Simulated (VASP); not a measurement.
Set up this calculation in VASP 6.6.1, as the native input.

- Task: single point
- Functional: LDA
- Potentials or basis: VASP PAW LDA potentials, release 64 (Al, N)
- Cutoff: 520 eV
- k mesh: 8 × 8 × 5
- Occupations: methfessel-paxton, width 0.05 eV
- Spin: no spin polarisation
- Dipole correction: no
- Further INCAR settings: ALGO = Normal; EDIFF = 1e-06; NBANDS = 16

The structure of AlN lies in POSCAR:

```
AlN
1.0
    3.1130000000      0.0000000000      0.0000000000
   -1.5565000000      2.6959370820      0.0000000000
    0.0000000000      0.0000000000      4.9810000000
Al N
2 2
Direct
    0.6666666667      0.3333333333      0.5000000000
    0.3333333333      0.6666666667      0.0000000000
    0.6666666667      0.3333333333      0.8800000000
    0.3333333333      0.6666666667      0.3800000000
```

The input as run:

INCAR

```
SYSTEM = AlN
PREC     = Accurate       ! precision mode
ENCUT    = 520            ! plane-wave cutoff, eV
EDIFF    = 1E-6           ! SCF threshold, eV
ISMEAR   = 1              ! smearing method
SIGMA    = 0.05           ! smearing width, eV
LREAL    = .False.        ! projectors in reciprocal space
LASPH    = .True.         ! aspherical terms in the spheres
NELM     = 100            ! most SCF steps
ALGO     = Normal         ! electronic algorithm
ISIF     = 2              ! what is computed and relaxed
LWAVE    = .False.        ! write WAVECAR
LCHARG   = .False.        ! write CHGCAR
NBANDS   = 16             ! bands
```

KPOINTS

```
regular mesh
0
Gamma
  8 8 5
  0 0 0
```

Potentials or basis: VASP PAW LDA potentials, release 64 (Al, N).

Run with:

```bash
$ cat potpaw_LDA.64/Al/POTCAR potpaw_LDA.64/N/POTCAR > POTCAR
$ mpirun -np 1 vasp_std > vasp.out
```

Results of the run:

```yaml
Pressure: -4.1 GPa
Largest_force: 0.119 eV/Å
Band_gap_on_the_k_mesh: 4.25 eV, direct
```

Wall time 6.9 s on 1 thread of Intel(R) Xeon(R) Platinum 8488C (Sapphire Rapids) (shared host), peak memory 0.14 GiB.
